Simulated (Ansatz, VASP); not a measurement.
**Two plane-wave programs on H**

```xyz
4
Lattice="1.5661 -2.5951 0.0000 1.5661 2.5951 0.0000 0.0000 0.0000 6.3138" Properties=species:S:1:pos:R:3 pbc="T T T"
H     1.5661   -0.3519    6.3107
H     1.5661    0.3519    0.0031
H     1.5661    0.3519    3.1538
H     1.5661   -0.3519    3.1599
```

Change from the starting cell: strain -0.050 along x and y, +0.000 along z, atoms carried along.

Alike in both runs: task single point; functional LDA; k mesh 8 × 8 × 4; occupations gaussian, width 0.05 eV; no spin polarisation.

```csv
,VASP,Ansatz
version,VASP 6.6.1,Ansatz 0.2.0
potentials or method,"VASP PAW LDA potentials, release 64 (H)","scalar-relativistic, plane waves, PAW"
plane-wave cutoff (eV),520,420
valence electrons in the cell,4,4
```

Ansatz gave:

- gap on the k mesh at the Fermi level (eV): 8.10
- least direct gap on the mesh (eV): 8.12
- pressure (GPa): 3.3
- largest component of the traceless stress (GPa): 7.34
- rms of the force components (eV/Å): 1.475

Q: What did VASP give for the same quantities?

A: gap on the k mesh at the Fermi level (eV): 8.10; least direct gap on the mesh (eV): 8.12; pressure (GPa): 3.1; largest component of the traceless stress (GPa): 7.33; rms of the force components (eV/Å): 1.478.

Atom by atom the forces differ by 0.004 eV/Å (rms over components).

Caveats: forces of over 1 eV/Å show positions far from the minimum, so gaps and moduli don't describe the material at rest. A k mesh can miss the band edges.
